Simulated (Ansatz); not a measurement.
The cell is a 10-atom cell of CsSnI3 from a published structure; cell and atoms were relaxed with r2SCAN. It is tetragonal, P4/mbm (No. 127); a = 8.668 Å, c = 6.333 Å in the conventional setting, 47.59 Å³ an atom. Cs is surrounded by 8 I at 3.99–4.33 Å; Sn is surrounded by 6 I at 3.13–3.17 Å; I is surrounded by 2 Sn at 3.17 Å and 4 Cs at 4.33 Å; I is surrounded by 2 Sn at 3.13 Å and 2 Cs at 3.99 Å.

```yaml
crystal:
  lattice:
    - [8.66839, 0.00000, 0.00000]
    - [0.00000, 8.66839, 0.00000]
    - [0.00000, 0.00000, 6.33285]
  atoms:
    - { symbol: Cs, position: [0.50000, 0.00000, 0.00000] }
    - { symbol: Cs, position: [0.00000, 0.50000, 0.00000] }
    - { symbol: Sn, position: [0.00000, 0.00000, 0.50000] }
    - { symbol: Sn, position: [0.50000, 0.50000, 0.50000] }
    - { symbol: I, position: [0.00000, 0.00000, 0.00000] }
    - { symbol: I, position: [0.50000, 0.50000, 0.00000] }
    - { symbol: I, position: [0.80211, 0.30211, 0.50000] }
    - { symbol: I, position: [0.69789, 0.80211, 0.50000] }
    - { symbol: I, position: [0.19789, 0.69789, 0.50000] }
    - { symbol: I, position: [0.30211, 0.19789, 0.50000] }
```

The questions ask for values computed with the PAW code Ansatz on this geometry. No magnetic order; the structure comes from an open crystallographic database, the properties from the calculation.

Given (4×4×4 mesh): PBE gives a direct gap of 0.49 eV at Z.

**Question.** Estimate the gap with PBE+SOC on 4×4×4.

**Answer.** With PBE+SOC the gap is 0.24 eV and direct, at Z. The gap differs by -0.25 eV from PBE's.

**Question.** What does r2SCAN give for the gap (4×4×4 mesh)?

**Answer.** The r2SCAN gap is direct at Z: 0.62 eV. The gap differs by +0.13 eV from PBE's.

**Question.** What do these levels agree on?

**Answer.** Spin-orbit coupling moves PBE's least or direct gap by up to 0.249 eV, so it has to be included where a tenth of an eV counts. All these functionals give a gap of the same kind, direct.

Only the levels marked +SOC include spin-orbit coupling.

Run but not listed, since they were read on a mesh alone, on too coarse a mesh, or into states of the vacuum: HSE06, PBE0.
